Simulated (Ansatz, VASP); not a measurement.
**One calculation of Cu, two programs**

File INCAR:

```
SYSTEM = Cu
ALGO = Normal ; EDIFF = 1E-7
EDIFFG = -0.003 ; ENCUT = 600
GGA = CA ; IBRION = 2
ISIF = 3 ; ISMEAR = 0
LASPH = .TRUE. ; LCHARG = .FALSE.
LREAL = .FALSE. ; LWAVE = .FALSE.
NELM = 100 ; NSW = 80
PREC = Accurate ; SIGMA = 0.1
```

The input KPOINTS:

```
k-points
0
G
  12 12 12
  0 0 0
```

File POSCAR:

```
Cu
1.0
    0.0000000000      1.8000000000      1.8000000000
    1.8000000000      0.0000000000      1.8000000000
    1.8000000000      1.8000000000      0.0000000000
Cu
1
Direct
    0.0000000000      0.0000000000      0.0000000000
```

Input for Ansatz:

```yaml
crystal:
  lattice:
    - [0.0, 1.8, 1.8]
    - [1.8, 0.0, 1.8]
    - [1.8, 1.8, 0.0]
  atoms:
    - { symbol: Cu, position: [0.0, 0.0, 0.0] }
scf:
  occupations: { method: gaussian, width: 0.1 }
output:
  forces: true
  stress: true
  eigenvalues: true
  write_density: true
  write_potential: true
  elf: true
  volumetric_format: npy
hamiltonian:
  xc: lda
kpoints:
  mp_grid: { grid: [12, 12, 12] }
relax:
  f_tol: 0.003
  cell: { stress_tol: 0.05 }
```

Alike in both runs: task relaxation of cell and atoms; functional LDA; k mesh 12 × 12 × 12; occupations gaussian, width 0.1 eV; no spin polarisation.

```csv
,VASP,Ansatz
version,VASP 6.6.1,Ansatz 0.2.0
potentials or method,"VASP PAW LDA potentials, release 64 (Cu)","scalar-relativistic, plane waves, PAW"
plane-wave cutoff (eV),600,420
valence electrons in the cell,11,19
```

|  | VASP | Ansatz | Ansatz less VASP |
| --- | --- | --- | --- |
| gap on the k mesh at the Fermi level, each at its own relaxed structure (eV) | none | none | - |
| relaxed volume (Å³/atom) | 10.93 | 10.88 | -0.051 |
| relaxed cell length with the largest relative difference (Å) | 2.491 | 2.487 | -0.0039 |
| energy change over the relaxation (meV/atom) | -25 | -29 | -4.0 |

A gap of «none» marks a metal or a gap that the smearing closes. The two sets of potentials don't hold the same shells in valence.
